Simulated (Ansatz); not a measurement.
# Preparing NaI (Fm-3m) as a host crystal, part 2 of 2

Aim: the runs on the perfect crystal NaI (Fm-3m) that a defect calculation needs first.

Ansatz 0.2.0; plane-wave PAW DFT, PBEsol; relaxation of the host's cell and atoms; PAW set soft_1 (the session's first sound run).

So far. Step 3 (Dielectric tensors of the host): The electronic dielectric tensor is isotropic, 3.48. The static dielectric tensor is isotropic, 7.34. The relaxed cell has a = 6.403 Å (conventional setting).

## (4) Primitive cell on a dense mesh

A dense mesh gives the host's converged energy, against which the supercell's sampling is tested.

This step: plane-wave PAW DFT, PBEsol; single point of the host's primitive cell on a dense mesh; PAW set soft_1 (Ansatz 0.2.0).

dense/input.yaml reads:

```yaml
crystal:
  lattice:
    - [0.0, 3.2013026092, 3.2013026092]
    - [3.2013026092, 0.0, 3.2013026092]
    - [3.2013026092, 3.2013026092, 0.0]
  atoms:
    - { symbol: Na, position: [0.0, 0.0, 0.0] }
    - { symbol: I, position: [0.5, 0.5, 0.5] }
basis:
  ecutwfc: 420
  xc_grid: 2
hamiltonian:
  xc: pbesol
  pseudopotentials: { kind: paw, azcp: { folder: soft_1 }, xc_functional: pbe }
kpoints:
  mp_grid: { grid: [8, 8, 8] }
scf:
  occupations: { method: fermi_dirac, width: 0.01 }
  max_iter: 80
```

The run is started by

```
$ ansatz run input.yaml --threads 4 --pin off --max-ram 15073MiB --backend cpu --events-out ev --progress --plain --runs-dir out
```

Numbers of over 12 decimals in the logs are rounded to 6 here.

Output:

```text
[...]
Crystal: 2 atoms, lattice volume = 65.616 Å³
Basis set: ecut = 420 eV, 1243 PW (Γ), exchange–correlation on 64×64×64 points (8 copies of the dense FFT grid, shifted against one another)
Bands: 17, of which v1, the nominal top of the filled ones, is band 13 counted from 1 (12 counted from 0)
Symmetry: 48 space group operations
[...]
k-points: 29 of 512
[...]
SCF iter   1: F=—  HF=-8911.944346 eV  |F-HF|=—  |Δ(HF+E_count)|=         —  Δρ=6.09e-2  dr2=2.34e0  ethr=3.10e-3  ⟨swp⟩=6.9  Hψ=2756  notcnv=0
[...]
SCF iter   7: F=-8910.779311 eV  HF=-8910.779311 eV  |F-HF|=7.29e-10  |Δ(HF+E_count)|=   6.87e-8  Δρ=2.28e-6  dr2=1.36e-9  ethr=2.92e-10  ⟨swp⟩=1.0  Hψ=1450  notcnv=0
SCF 1 converged in 7 iterations: F = -8910.779311 eV  dr2 = 1.36e-9
[...]
SCF converged after 7 iterations
Free energy (F): -8910.779311 eV
[...]
Internal energy: -8910.779311 eV  (E = F + TS)
E sigma→0 (E₀):  -8910.779311 eV
Fermi energy:    5.065874 eV
[...]
```

Run time: 0.73 s. Hardware: 4 threads of Arm Neoverse V1, shared host; peak memory 0.31 GiB; 2.2 s of CPU time.

## (5) Self-consistent run

This step: plane-wave PAW DFT, PBEsol; single point of the defect-free supercell, a test of its k-points; PAW set soft_1 (Ansatz 0.2.0).

System of this step: NaI (Fm-3m). The cell holds 54 atoms: 27 Na and 27 I. Cell: a = 13.582 Å, b = 13.582 Å, c = 13.582 Å, α = 60.0°, β = 60.0°, γ = 60.0°.

pristine.sampling/input.yaml reads:

```yaml
crystal:
  lattice:
    - [0.0, 9.6039078277, 9.6039078277]
    - [9.6039078277, 0.0, 9.6039078277]
    - [9.6039078277, 9.6039078277, 0.0]
  atoms:
    - { symbol: Na, position: [0.0, 0.0, 0.0] }
    - { symbol: I, position: [0.1666666667, 0.1666666667, 0.1666666667] }
    - { symbol: Na, position: [0.0, 0.0, 0.3333333333] }
    - { symbol: I, position: [0.1666666667, 0.1666666667, 0.5] }
    - { symbol: Na, position: [0.0, 0.0, 0.6666666667] }
    - { symbol: I, position: [0.1666666667, 0.1666666667, 0.8333333333] }
    - { symbol: Na, position: [0.0, 0.3333333333, 0.0] }
    - { symbol: I, position: [0.1666666667, 0.5, 0.1666666667] }
    - { symbol: Na, position: [0.0, 0.3333333333, 0.3333333333] }
    - { symbol: I, position: [0.1666666667, 0.5, 0.5] }
    - { symbol: Na, position: [0.0, 0.3333333333, 0.6666666667] }
    - { symbol: I, position: [0.1666666667, 0.5, 0.8333333333] }
    - { symbol: Na, position: [0.0, 0.6666666667, 0.0] }
    - { symbol: I, position: [0.1666666667, 0.8333333333, 0.1666666667] }
    - { symbol: Na, position: [0.0, 0.6666666667, 0.3333333333] }
    - { symbol: I, position: [0.1666666667, 0.8333333333, 0.5] }
    - { symbol: Na, position: [0.0, 0.6666666667, 0.6666666667] }
    - { symbol: I, position: [0.1666666667, 0.8333333333, 0.8333333333] }
    - { symbol: Na, position: [0.3333333333, 0.0, 0.0] }
    - { symbol: I, position: [0.5, 0.1666666667, 0.1666666667] }
    - { symbol: Na, position: [0.3333333333, 0.0, 0.3333333333] }
    - { symbol: I, position: [0.5, 0.1666666667, 0.5] }
    - { symbol: Na, position: [0.3333333333, 0.0, 0.6666666667] }
    - { symbol: I, position: [0.5, 0.1666666667, 0.8333333333] }
    - { symbol: Na, position: [0.3333333333, 0.3333333333, 0.0] }
    - { symbol: I, position: [0.5, 0.5, 0.1666666667] }
    - { symbol: Na, position: [0.3333333333, 0.3333333333, 0.3333333333] }
    - { symbol: I, position: [0.5, 0.5, 0.5] }
    - { symbol: Na, position: [0.3333333333, 0.3333333333, 0.6666666667] }
    - { symbol: I, position: [0.5, 0.5, 0.8333333333] }
    - { symbol: Na, position: [0.3333333333, 0.6666666667, 0.0] }
    - { symbol: I, position: [0.5, 0.8333333333, 0.1666666667] }
    - { symbol: Na, position: [0.3333333333, 0.6666666667, 0.3333333333] }
    - { symbol: I, position: [0.5, 0.8333333333, 0.5] }
    - { symbol: Na, position: [0.3333333333, 0.6666666667, 0.6666666667] }
    - { symbol: I, position: [0.5, 0.8333333333, 0.8333333333] }
    - { symbol: Na, position: [0.6666666667, 0.0, 0.0] }
    - { symbol: I, position: [0.8333333333, 0.1666666667, 0.1666666667] }
    - { symbol: Na, position: [0.6666666667, 0.0, 0.3333333333] }
    - { symbol: I, position: [0.8333333333, 0.1666666667, 0.5] }
    - { symbol: Na, position: [0.6666666667, 0.0, 0.6666666667] }
    - { symbol: I, position: [0.8333333333, 0.1666666667, 0.8333333333] }
    - { symbol: Na, position: [0.6666666667, 0.3333333333, 0.0] }
    - { symbol: I, position: [0.8333333333, 0.5, 0.1666666667] }
    - { symbol: Na, position: [0.6666666667, 0.3333333333, 0.3333333333] }
    - { symbol: I, position: [0.8333333333, 0.5, 0.5] }
    - { symbol: Na, position: [0.6666666667, 0.3333333333, 0.6666666667] }
    - { symbol: I, position: [0.8333333333, 0.5, 0.8333333333] }
    - { symbol: Na, position: [0.6666666667, 0.6666666667, 0.0] }
    - { symbol: I, position: [0.8333333333, 0.8333333333, 0.1666666667] }
    - { symbol: Na, position: [0.6666666667, 0.6666666667, 0.3333333333] }
    - { symbol: I, position: [0.8333333333, 0.8333333333, 0.5] }
    - { symbol: Na, position: [0.6666666667, 0.6666666667, 0.6666666667] }
    - { symbol: I, position: [0.8333333333, 0.8333333333, 0.8333333333] }
basis:
  ecutwfc: 420
  xc_grid: 2
hamiltonian:
  xc: pbesol
  pseudopotentials: { kind: paw, azcp: { folder: soft_1 }, xc_functional: pbe }
kpoints:
  mp_grid: { grid: [1, 1, 1], shift: [0.25, 0.25, 0.25] }
scf:
  occupations: { method: fermi_dirac, width: 0.01 }
  max_iter: 80
```

Output:

```text
[...]
Crystal: 54 atoms, lattice volume = 1771.634 Å³
Basis set: ecut = 420 eV, 34621 PW (Γ), exchange–correlation on 192×192×192 points (8 copies of the dense FFT grid, shifted against one another)
Bands: 405, of which v1, the nominal top of the filled ones, is band 351 counted from 1 (350 counted from 0)
Symmetry: 324 space group operations
k-points: 1
[...]
SCF iter   1: F=—  HF=-240621.248874 eV  |F-HF|=—  |Δ(HF+E_count)|=         —  Δρ=6.08e-2  dr2=6.22e1  ethr=3.10e-3  ⟨swp⟩=6.0  Hψ=1703  notcnv=0  defer=10
[...]
SCF iter   8: F=-240590.361813 eV  HF=-240590.361812 eV  |F-HF|=5.19e-7  |Δ(HF+E_count)|=   1.07e-5  Δρ=3.66e-6  dr2=2.42e-7  ethr=1.42e-10  ⟨swp⟩=3.0  Hψ=877  notcnv=0
SCF 1 converged in 8 iterations: F = -240590.361813 eV  dr2 = 2.42e-7
[...]
SCF converged after 8 iterations
Free energy (F): -240590.361813 eV
[...]
Internal energy: -240590.361813 eV  (E = F + TS)
E sigma→0 (E₀):  -240590.361813 eV
Fermi energy:    5.199583 eV
[...]
```

Wall time 16 s (4 threads); peak memory 3.3 GiB; 58 s of CPU time.

This step gave:

```
energy over dense mesh : 0.01258 eV/atom
```

## (6) What came out

| Quantity | Value |
| --- | --- |
| primitive cell vectors, lengths | 4.527, 4.527, 4.527 Å |
| electronic dielectric constant | 3.48 |
| static dielectric constant | 7.34 |
| gap on the k-mesh of the response run (PBEsol) | 3.59 eV |
| energy an atom at one point at (¼, ¼, ¼) less that on the dense mesh | 0.013 eV |

In words: Step 2: The cell shrank by 1.6 % in volume. The k-mesh can miss the band edges, so this gap is an upper bound at this level. All at zero temperature.

[Logs are printed without paths, hosts, clocks, repeated set-up lines and the standing remarks that a program may print on its own settings, such as how far it seeks lower states.]

[Hosts, paths, dates, database ids (printed as entryN), source tags and the programs' standing remarks are cut or masked in the printed files.]

[Runs of the host that timed out are not shown.]

[For some hosts the program warned that the k-mesh of the response run may be too coarse for force constants and the static dielectric constant; such warnings are not always shown.]
